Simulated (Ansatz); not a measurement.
Write the native input for Ansatz 0.2.0 that does the following.

```
Task                : band structure
Functional          : LDA
Potentials or basis : all-electron LAPW, scalar-relativistic
Cutoff              : 276 eV (chosen from the basis error)
Basis error allowed : 0.002 eV/atom
k mesh              : 9 × 6 × 6
Occupations         : fermi-dirac, width 0.05 eV
Spin                : no spin polarisation
```

The system is W.

```
CELL_PARAMETERS angstrom
2.80966 0.00000 0.00000
0.00000 4.86387 0.00000
0.00000 0.00000 4.92370
ATOMIC_POSITIONS crystal
W 0.79317 0.93684 0.75000
W 0.20683 0.43684 0.75000
W 0.20683 0.06316 0.25000
W 0.79317 0.56316 0.25000
```

This isn't the form of W at room conditions, which is bcc.

One way to write it, as run:

input.yaml

```yaml
crystal:
  lattice:
    - [2.809662, 0.0, 0.0]
    - [0.0, 4.86387, 0.0]
    - [0.0, 0.0, 4.923695]
  atoms:
    - { symbol: W, position: [0.793172, 0.936843, 0.75] }
    - { symbol: W, position: [0.206828, 0.436843, 0.75] }
    - { symbol: W, position: [0.206828, 0.063157, 0.25] }
    - { symbol: W, position: [0.793172, 0.563157, 0.25] }
kpoints:
  mp_grid: { grid: [9, 6, 6] }
  band_path:
    path:
      - [0.0, 0.0, 0.0]
      - [0.5, 0.0, 0.0]
      - [0.5, 0.5, 0.0]
      - [0.0, 0.5, 0.0]
      - [0.0, 0.0, 0.0]
      - [0.0, 0.0, 0.5]
      - [0.5, 0.0, 0.5]
      - [0.5, 0.5, 0.5]
    npoints: 6
scf:
  occupations: { method: fermi_dirac, width: 0.05 }
hamiltonian:
  xc: lda
  pseudopotentials: { kind: all_electron, lapw: { basis_error: 0.002 } }
output:
  forces: true
  stress: true
  eigenvalues: true
```

Potentials or basis: all-electron LAPW, scalar-relativistic.

Run with:

```sh
$ ansatz run input.yaml --threads 2 --pin off --max-ram 8192MiB --backend cpu --events-out ev --progress --plain --runs-dir out
```

It gave:

```json
{
 "Pressure": "-15.7 GPa",
 "Largest force": "0.120 eV/Å",
 "Band gap along the path": "none (metal or under the smearing width)"
}
```

Caveat: spin-orbit coupling is left out, which moves the levels of the heavy elements.

Wall time 100 s on 2 threads of Arm Neoverse V2 (shared host), peak memory 1.1 GiB.
